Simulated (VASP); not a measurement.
The system is As.

```xyz
1
Lattice="2.7037 0.0000 0.0000 0.0000 2.7037 0.0000 0.0000 0.0000 2.7037" Properties=species:S:1:pos:R:3 pbc="T T T"
As    1.3518    1.3518    1.3518
```

This isn't the form of As at room conditions, which is rhombohedral.

Program: VASP 6.6.1. Alike in all runs: task single point; level HSE(alpha, omega); potentials or basis VASP PAW PBE potentials, release 64 (As); no spin polarisation; cell as given; k mesh 5 × 5 × 5; cutoff (eV) 520; smearing fermi-dirac 0.05 eV; the mesh is coarse, so values aren't converged.

Task: Order these runs on this cell by their pressure, lowest first.
A. share of exact exchange 0.25
B. share of exact exchange 0.4
C. share of exact exchange 0.1
D. share of exact exchange 0.5

Result: D (-6.3 GPa), B (-4.3 GPa), A (-1.2 GPa), C (1.6 GPa).

Caveats: all runs use coarse meshes; the PAW data sets were made with another functional, which shifts forces and pressure a little.

Runs at the PBE level aren't shown here.
